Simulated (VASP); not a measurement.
# Sn (Fd-3m) in VASP: a series of runs

Aim: see how the results for Sn move with the level of theory and the settings. Levels: LDA, PBE. Tasks: phonon dispersion, band structure.

Program: VASP 6.6.1. These are calculated values, not measurements. Logs are shortened: lines on timing, memory, paths and dates and some standing lists are left out, and cuts for length are marked.

**1. Starting point**

Symmetry: Fd-3m, No. 227, cubic system. The conventional cell has a = 6.467 Å, b = 6.467 Å, c = 6.467 Å, α = 90.00°, β = 90.00°, γ = 90.00°. Sn (site symmetry -43m) is surrounded by 4 Sn at 2.80 Å.

This isn't the form of Sn at room conditions, which is tetragonal (white tin).

**2. Phonon dispersion, LDA**

INCAR reads:

```
ALGO     = Normal         # electronic algorithm
EDIFF    = 1E-7           # SCF threshold, eV
ENCUT    = 520            # plane-wave cutoff, eV
IBRION   = 6              # ionic algorithm
ISIF     = 2              # what is computed and relaxed
ISMEAR   = 0              # smearing method
LASPH    = True           # aspherical terms in the spheres
LCHARG   = False          # write CHGCAR
LPHON_DISPERSION= True         
LREAL    = Auto         
LWAVE    = False          # write WAVECAR
NELM     = 80             # most SCF steps
NFREE    = 2            
NSW      = 1              # ionic steps
PHON_NWRITE= -3           
POTIM    = 0.015          # step
PREC     = Accurate       # precision mode
SIGMA    = 0.03           # smearing width, eV
```

KPOINTS reads:

```
k-points
0
Gamma
  2 2 2
```

POSCAR reads:

```
Sn
1.0
    0.0000000000      6.4666856000      6.4666856000
    6.4666856000      0.0000000000      6.4666856000
    6.4666856000      6.4666856000      0.0000000000
Sn
16
Direct
    0.0000000000      0.0000000000      0.0000000000
    0.0000000000      0.0000000000      0.5000000000
    0.0000000000      0.5000000000      0.0000000000
    0.0000000000      0.5000000000      0.5000000000
    0.5000000000      0.0000000000      0.0000000000
    0.5000000000      0.0000000000      0.5000000000
    0.5000000000      0.5000000000      0.0000000000
    0.5000000000      0.5000000000      0.5000000000
    0.1250000000      0.1250000000      0.1250000000
    0.1250000000      0.1250000000      0.6250000000
    0.1250000000      0.6250000000      0.1250000000
    0.1250000000      0.6250000000      0.6250000000
    0.6250000000      0.1250000000      0.1250000000
    0.6250000000      0.1250000000      0.6250000000
    0.6250000000      0.6250000000      0.1250000000
    0.6250000000      0.6250000000      0.6250000000
```

QPOINTS reads:

```
path GXWKGLUWLK,UX
8
line-mode
reciprocal
 0.0000000000  0.0000000000  0.0000000000  G
 0.5000000000  0.0000000000  0.5000000000  X

 0.5000000000  0.0000000000  0.5000000000  X
 0.5000000000  0.2500000000  0.7500000000  W

 0.5000000000  0.2500000000  0.7500000000  W
 0.3750000000  0.3750000000  0.7500000000  K

 0.3750000000  0.3750000000  0.7500000000  K
 0.0000000000  0.0000000000  0.0000000000  G

 0.0000000000  0.0000000000  0.0000000000  G
 0.5000000000  0.5000000000  0.5000000000  L

 0.5000000000  0.5000000000  0.5000000000  L
 0.6250000000  0.2500000000  0.6250000000  U

 0.6250000000  0.2500000000  0.6250000000  U
 0.5000000000  0.2500000000  0.7500000000  W

 0.5000000000  0.2500000000  0.7500000000  W
 0.5000000000  0.5000000000  0.5000000000  L

 0.5000000000  0.5000000000  0.5000000000  L
 0.3750000000  0.3750000000  0.7500000000  K

 0.6250000000  0.2500000000  0.6250000000  U
 0.5000000000  0.0000000000  0.5000000000  X
```

Potentials or basis: VASP PAW LDA potentials, release 64 (Sn_d).

Run with:

```console
cat potpaw_LDA.64/Sn_d/POTCAR > POTCAR
mpirun -np 4 vasp_std > vasp.out
```

OUTCAR:

```text
EDIFF = 1E-7
   ENCUT = 520
   IBRION = 6
   ISIF = 2
   ISMEAR = 0
   LASPH = True
   LREAL = Auto
   NELM = 80
   NFREE = 2
   NSW = 1
   POTIM = 0.015
   PREC = Accurate

 ion  position               nearest neighbor table
   1  0.000  0.000  0.000-   9 2.80  10 2.80  11 2.80  13 2.80
   2  0.000  0.000  0.500-   9 2.80  10 2.80  12 2.80  14 2.80
   3  0.000  0.500  0.000-   9 2.80  11 2.80  12 2.80  15 2.80
   4  0.000  0.500  0.500-  10 2.80  11 2.80  12 2.80  16 2.80
   5  0.500  0.000  0.000-   9 2.80  13 2.80  14 2.80  15 2.80
   6  0.500  0.000  0.500-  10 2.80  13 2.80  14 2.80  16 2.80
[... 8 lines left out ...]
  15  0.625  0.625  0.125-   3 2.80   5 2.80   7 2.80   8 2.80
  16  0.625  0.625  0.625-   4 2.80   6 2.80   7 2.80   8 2.80
[... 6 lines left out ...]
 A1 = (   0.0000000000,   6.4666856000,   6.4666856000)
 A2 = (   6.4666856000,   0.0000000000,   6.4666856000)
 A3 = (   6.4666856000,   6.4666856000,   0.0000000000)

Analysis of symmetry for initial positions (statically):
=====================================================================
 Subroutine PRICEL returns following result:

  LATTYP: Found a face centered cubic cell.
 ALAT       =     6.4666856000

  Lattice vectors:

 A1 = (   0.0000000000,   3.2333428000,   3.2333428000)
 A2 = (   3.2333428000,   0.0000000000,   3.2333428000)
 A3 = (   3.2333428000,   3.2333428000,   0.0000000000)

   8 primitive cells build up your supercell.

 Routine SETGRP: Setting up the symmetry group for a
 face centered cubic supercell.

 Subroutine GETGRP returns: Found 48 space group operations
 (whereof 24 operations were pure point group operations)
 out of a pool of 48 trial point group operations.

The static configuration has the point symmetry T_d .
 The point group associated with its full space group is O_h .

Analysis of symmetry for dynamics (positions and initial velocities):
=====================================================================
 Subroutine PRICEL returns following result:

  LATTYP: Found a face centered cubic cell.
 ALAT       =     6.4666856000

  Lattice vectors:

 A1 = (   0.0000000000,   3.2333428000,   3.2333428000)
 A2 = (   3.2333428000,   0.0000000000,   3.2333428000)
 A3 = (   3.2333428000,   3.2333428000,   0.0000000000)

   8 primitive cells build up your supercell.

 Routine SETGRP: Setting up the symmetry group for a
 face centered cubic supercell.

 Subroutine GETGRP returns: Found 48 space group operations
 (whereof 24 operations were pure point group operations)
 out of a pool of 48 trial point group operations.

The dynamic configuration has the point symmetry T_d .
 The point group associated with its full space group is O_h .

 Subroutine INISYM returns: Found 48 space group operations
 (whereof 24 operations are pure point group operations),
 and found     8 'primitive' translations

----------------------------------------------------------------------------------------

                                     Primitive cell

  volume of cell :      67.6060

  direct lattice vectors                    reciprocal lattice vectors
     0.000000000  3.233342800  3.233342800    -0.154638723  0.154638723  0.154638723
     3.233342800  0.000000000  3.233342800     0.154638723 -0.154638723  0.154638723
     3.233342800  3.233342800  0.000000000     0.154638723  0.154638723 -0.154638723

  length of vectors
     4.572637240  4.572637240  4.572637240     0.267842124  0.267842124  0.267842124

[... 57 lines left out ...]
   NELM   =     80;   NELMIN=  2; NELMDL= -5     # of ELM steps
   EDIFF  = 0.1E-06   stopping-criterion for ELM
   LREAL  =      T    real-space projection
   EDIFFG = 0.1E-05   stopping-criterion for IOM
   NSW    =    229    number of steps for IOM
   IBRION =      6    ionic relax: 0-MD 1-quasi-New 2-CG
   NFREE  =      2    steps in history (QN), initial steepest desc. (CG)
   ISIF   =      2    stress and relaxation
   ISYM   =      2    0-nonsym 1-usesym 2-fastsym
   POTIM  = 0.0150    time-step for ionic-motion
   TEBEG  =    0.0;   TEEND  =   0.0 temperature during run
   PSTRESS=    0.0 pullay stress
   NELECT =     224.0000    total number of electrons
   NUPDOWN=      -1.0000    fix difference up-down
   EMIN   =  10.00;   EMAX   =-10.00  energy-range for DOS
   EFERMI =   0.00;   METHOD = LEGACY
   ISMEAR =     0;   SIGMA  =   0.03  broadening in eV -4-tet -1-fermi 0-gaus
   EFERMI_NEDOS =   21; number of points for ismear=-14 and -15
   IALGO  =     38    algorithm
   IMIX   =      4    mixing-type and parameters
     AMIX     =   0.40;   BMIX     =  1.00
     AMIX_MAG =   1.60;   BMIX_MAG =  1.00
  volume/ion in A,a.u.               =      33.80       228.11
  Fermi-wavevector in a.u.,A,eV,Ry     =   1.220298  2.306028 20.260793  1.489126
  Thomas-Fermi vector in A             =   2.355520
   LORBIT       =      0    0 simple, 1 ext, 2 COOP (PROOUT), +10 PAW based schemes
   GGA     = CA    functional components
   LHFCALC =     F    Hartree Fock is set to
   AEXX    =    0.0000 exact exchange contribution
   IVDW    =     0    specifies the selected vdW correction
   LEPSILON=     F    determine dielectric tensor
   LRPA    =     F    only Hartree local field effects (RPA)
 finite differences with symmetry
 non-spin polarized calculation
 Gauss-broadening in eV      SIGMA  =   0.03
  energy-cutoff  :      520.00
  volume of cell :      540.85
 maximum number of plane-waves:     14572
 NGX is ok and might be reduce to    70

--------------------------------------- Ionic step        1  -------------------------------------------

 number of electron     223.9999991 magnetization

 Free energy of the ion-electron system (eV)
  ---------------------------------------------------
  ext. energy  EPLUGINS =         0.00000000
  ---------------------------------------------------
  free energy    TOTEN  =       -69.93099390 eV

  energy without entropy =      -69.92253105  energy(sigma->0) =      -69.92676248

------------------------ aborting loop because EDIFF is reached ----------------------------------------

  FORCE on cell =-STRESS in cart. coord.  units (eV):
  Direction    XX          YY          ZZ          XY          YZ          ZX
  --------------------------------------------------------------------------------------
  -------------------------------------------------------------------------------------
  Total        2.7942563      2.7942563      2.7942563      0.0000000     -0.0000000     -0.0000000
  in kB        8.2775456      8.2775456      8.2775456      0.0000000     -0.0000000     -0.0000000
  external PRESSURE =       8.2775456 kB  Pullay stress =       0.0000000 kB
[... 87 lines left out ...]
--------------------------------------- Ionic step        3  -------------------------------------------

 number of electron     223.9999990 magnetization

 Free energy of the ion-electron system (eV)
  ---------------------------------------------------
  ext. energy  EPLUGINS =         0.00000000
  ---------------------------------------------------
  free energy    TOTEN  =       -69.93010619 eV

  energy without entropy =      -69.92168397  energy(sigma->0) =      -69.92589508

 E-fermi :   5.4201     XC(G=0):  -9.2267

 val. band max:        5.4191124237   @ k =   0.0000   0.0000   0.0000
 cond. band min:       5.4211699171   @ k =   0.0000   0.0000   0.0000
 fundamental gap:      0.0020574933
 Fermi energy:         5.4201356140

 k-point     1 :       0.0000    0.0000    0.0000
  band No.  band energies     occupation
      1     -16.1685      2.00000
      2     -16.1656      2.00000
      3     -16.1653      2.00000
      4     -16.1651      2.00000
      5     -16.1648      2.00000
      6     -16.1625      2.00000
[... 624 lines left out ...]
    123       8.8986      0.00000
    124       8.9036      0.00000
 [bands above 124 left out]

------------------------ aborting loop because EDIFF is reached ----------------------------------------

  FORCE on cell =-STRESS in cart. coord.  units (eV):
  Direction    XX          YY          ZZ          XY          YZ          ZX
  --------------------------------------------------------------------------------------
  -------------------------------------------------------------------------------------
  Total        2.7965969      2.8025364      2.8025364      0.0000000     -0.2344275      0.0000000
  in kB        8.2844794      8.3020741      8.3020741      0.0000000     -0.6944548      0.0000000
  external PRESSURE =       8.2962092 kB  Pullay stress =       0.0000000 kB
[... 31 lines left out ...]
  FREE ENERGIE OF THE ION-ELECTRON SYSTEM (eV)
  ---------------------------------------------------
  free  energy   TOTEN  =       -69.9301061880 eV

  energy  without entropy=      -69.9216839694  energy(sigma->0) =      -69.92589508

 INTERNAL STRAIN TENSORS FROM DISPLACED ATOMS
 ============================================

 INTERNAL STRAIN TENSOR FOR ION    1 for displacements in x,y,z  (eV/Angst):
          X           Y           Z          XY          YZ          ZX
  --------------------------------------------------------------------------------
  x     0.00000    -0.00000    -0.00000    -0.00000    15.63087    -0.00000
  y     0.00000     0.00000     0.00000    -0.00000     0.00000    15.63087
  z    -0.00000    -0.00000     0.00000    15.63087    -0.00000     0.00000
[... 8 lines left out ...]
 INTERNAL STRAIN TENSOR FOR ION   16 for displacements in x,y,z  (eV/Angst):
          X           Y           Z          XY          YZ          ZX
  --------------------------------------------------------------------------------
  x    -0.00000     0.00000     0.00000     0.00000   -15.63087     0.00000
  y    -0.00000    -0.00000    -0.00000     0.00000    -0.00000   -15.63087
  z     0.00000     0.00000    -0.00000   -15.63087     0.00000    -0.00000

 Eigenvectors and eigenvalues of the dynamical matrix
   1 f  =    5.481620 THz    34.442031 2PiTHz  182.847146 cm-1    22.670147 meV
   2 f  =    5.481620 THz    34.442031 2PiTHz  182.847146 cm-1    22.670147 meV
   3 f  =    5.481620 THz    34.442031 2PiTHz  182.847146 cm-1    22.670147 meV
   4 f  =    5.481620 THz    34.442031 2PiTHz  182.847146 cm-1    22.670147 meV
   5 f  =    5.481620 THz    34.442031 2PiTHz  182.847146 cm-1    22.670147 meV
   6 f  =    5.481620 THz    34.442031 2PiTHz  182.847146 cm-1    22.670147 meV
[... 40 lines left out ...]
  47 f  =    0.000000 THz     0.000003 2PiTHz    0.000014 cm-1     0.000002 meV
  48 f  =    0.000000 THz     0.000003 2PiTHz    0.000014 cm-1     0.000002 meV

 ELASTIC MODULI CONTR FROM IONIC RELAXATION (kBar)
 Direction    XX          YY          ZZ          XY          YZ          ZX
 --------------------------------------------------------------------------------
 XX          -0.0000      0.0000      0.0000      0.0000     -0.0000     -0.0000
 YY           0.0000     -0.0000     -0.0000      0.0000      0.0000     -0.0000
 ZZ           0.0000     -0.0000     -0.0000     -0.0000      0.0000     -0.0000
 XY           0.0000      0.0000     -0.0000  -1011.0323     -0.0000      0.0000
 YZ          -0.0000      0.0000      0.0000     -0.0000  -1011.0323      0.0000
 ZX          -0.0000     -0.0000     -0.0000      0.0000      0.0000  -1011.0323
 --------------------------------------------------------------------------------
[... 633 lines left out ...]
 q-point No.           q_x           q_y           q_z  q-path length
          80      0.500000      0.000000      0.500000       0.992656
  frequencies
   [THz]           1.372550      1.372550      4.408626      4.408626      5.451848      5.451848
   [2Pi THz]       8.623989      8.623989     27.700214     27.700214     34.254972     34.254972
   [cm-1]         45.783356     45.783356    147.055934    147.055934    181.854079    181.854079
   [meV]           5.676410      5.676410     18.232604     18.232604     22.547022     22.547022
```

Run time: 5 min. Hardware: 4 MPI ranks of Intel Xeon 6975P-C (Granite Rapids), shared host; peak memory 0.33 GiB.

Results:

* Highest phonon frequency: 183 cm⁻¹

Phonon frequencies in cm⁻¹ (negative: imaginary):
| q point | frequencies |
| --- | --- |
| (0.000, 0.000, 0.000) | 0 0 0 162 162 162 |
| (0.500, 0.000, 0.500) | 46 46 147 147 182 182 |
| (0.500, 0.214, 0.714) | 63 63 141 141 183 183 |
| (0.411, 0.339, 0.750) | 48 70 137 146 183 183 |
| (0.161, 0.161, 0.321) | 28 34 72 167 173 174 |
| (0.214, 0.214, 0.214) | 21 21 62 167 170 170 |
| (0.536, 0.429, 0.536) | 36 44 127 154 183 183 |
| (0.607, 0.250, 0.643) | 46 70 137 147 183 183 |
| (0.500, 0.250, 0.750) | 64 64 141 141 183 183 |
| (0.500, 0.500, 0.500) | 33 33 128 154 183 183 |
| (0.393, 0.393, 0.714) | 44 71 132 149 183 183 |
| (0.536, 0.071, 0.536) | 46 50 146 147 182 182 |

Phonon frequencies at the corners of the path (cm⁻¹, interpolated; i marks imaginary ones):
```csv
point,frequencies
Γ,0 0 0 162 162 162
X,46 46 147 147 182 182
W,64 64 141 141 183 183
K,45 70 137 147 183 183
L,33 33 128 154 183 183
U,45 70 137 147 183 183
```

Caveat: the k mesh is coarse (spacing up to 0.42 Å⁻¹), so the values aren't converged.

**3. Band structure, PBE**

This run uses another cell than the first one: it holds 2 atoms, not 16.

INCAR reads:

```
SYSTEM = Sn
  ALGO = Fast
  EDIFF = 1E-7
  ENCUT = 520
  GGA = PE
  ISIF = 2
  ISMEAR = 0
  LASPH = .TRUE.
  LCHARG = .FALSE.
  LREAL = .FALSE.
  LWAVE = .FALSE.
  NELM = 80
  PREC = Accurate
  SIGMA = 0.03
```

KPOINTS reads:

```
k-points
0
G
  10 10 10
  0 0 0
```

POSCAR reads:

```
Sn                                      
1.0
    0.0000000000      3.2685833775      3.2685833775
    3.2685833775      0.0000000000      3.2685833775
    3.2685833775      3.2685833775      0.0000000000
  Sn            
     2
Direct
     0.0000000000000000    0.0000000000000000    0.0000000000000000
     0.2500000000000000    0.2500000000000000    0.2500000000000000
```

KPOINTS_OPT reads:

```
explicit points
252
Reciprocal
 0.0000000000  0.0000000000  0.0000000000 1
 0.0357142857  0.0000000000  0.0357142857 1
 0.0714285714  0.0000000000  0.0714285714 1
 0.1071428571  0.0000000000  0.1071428571 1
 0.1428571429  0.0000000000  0.1428571429 1
 0.1785714286  0.0000000000  0.1785714286 1
[... 244 lines left out ...]
 0.4872642400  0.0127357600  0.5000000000 1
 0.5127357600 -0.0127357600  0.5000000000 1
```

Potentials or basis: VASP PAW PBE potentials, release 64 (Sn_d).

Run with:

```console
cat potpaw_PBE.64/Sn_d/POTCAR > POTCAR
mpirun -np 1 vasp_std > vasp.out
```

Wall time 2.6 min (1 thread of Intel Xeon Platinum 8488C (Sapphire Rapids), shared host); peak memory 0.25 GiB.

The run converged. Its results:

```
Free energy             : -7.6658 eV
Pressure                : 2.1 GPa
Band gap along the path : none (metal or under the smearing width)
```

Levels at the corners of the path, in eV from the Fermi level:
```csv
point,band 12,band 13,band 14,band 15,band 16,band 17
Γ,-0.74,0.13,0.13,0.13,2.21,2.21
X,-7.39,-2.34,-2.34,0.90,0.90,7.64
X,-7.39,-2.34,-2.34,0.90,0.90,7.64
W,-7.33,-2.90,-2.90,3.41,3.41,4.08
W,-7.33,-2.90,-2.90,3.41,3.41,4.08
K,-6.91,-3.22,-1.99,1.16,3.38,5.72
K,-6.91,-3.22,-1.99,1.16,3.38,5.72
Γ,-0.74,0.13,0.13,0.13,2.21,2.21
Γ,-0.74,0.13,0.13,0.13,2.21,2.21
L,-6.16,-1.04,-1.04,0.00,3.27,3.27
L,-6.16,-1.04,-1.04,0.00,3.27,3.27
U,-6.91,-3.22,-1.99,1.16,3.38,5.72
U,-6.91,-3.22,-1.99,1.16,3.38,5.72
W,-7.33,-2.90,-2.90,3.41,3.41,4.08
W,-7.33,-2.90,-2.90,3.41,3.41,4.08
L,-6.16,-1.04,-1.04,0.00,3.27,3.27
L,-6.16,-1.04,-1.04,0.00,3.27,3.27
K,-6.91,-3.22,-1.99,1.16,3.38,5.72
U,-6.91,-3.22,-1.99,1.16,3.38,5.72
X,-7.39,-2.34,-2.34,0.90,0.90,7.64
```

Caveat: spin-orbit coupling is left out, which moves the levels of the heavy elements.
